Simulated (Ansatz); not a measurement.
# NaF: the gap against volume

NaF, Fm-3m, a = 4.699 Å. Ansatz: PBE, PAW, 420 eV, Γ-centred 8×8×8 mesh on 2 atoms, Gaussian smearing 0.02 eV; no spin polarisation. Symmetry fixes shape and atoms, so the cell is only scaled; x = ln(V/V0) with V0 = 12.974 Å³/atom. The gap is read at the mesh points alone.

| x | gap y (eV) |
| --- | --- |
| -0.1278 | 6.807 |
| -0.0943 | 6.608 |
| -0.0619 | 6.425 |
| -0.0305 | 6.253 |
| 0.0000 | 6.093 |
| 0.0296 | 5.943 |
| 0.0583 | 5.803 |
| 0.0953 | ? |

Task: Fit a straight line to the other rows, give the volume deformation potential of the gap and its pressure coefficient, and predict the missing gap. B0 = 44.8 GPa.

Result: Means x = -0.03237, y = 6.2760; Σ(Δx)² = 0.02693, ΣΔxΔy = -0.1451; the slope is their ratio. y = 6.1015 − 5.3895 x. The slope is the deformation potential a = dE_g/d ln V = -5.39 eV, and dE_g/dP = −a/B0 = 120 meV/GPa. With a term in x² added, the coefficient of x becomes -5.159, 4 % less, which shows how far this figure hangs on the form. At x = 0.0953 the fit asked for gives 5.588 eV. The run gave 5.629 eV, so the fit is 0.041 eV too low, 3.5 % of the span of the series, against an rms of 0.011 eV on the fitted rows. The row lies outside the fitted range. With a term in x² added, a fit to the same known rows predicts 5.631 eV, so most of the miss is curvature that the known rows already hold.

Semilocal functionals give gaps under the measured ones; changes of the gap mostly carry over better.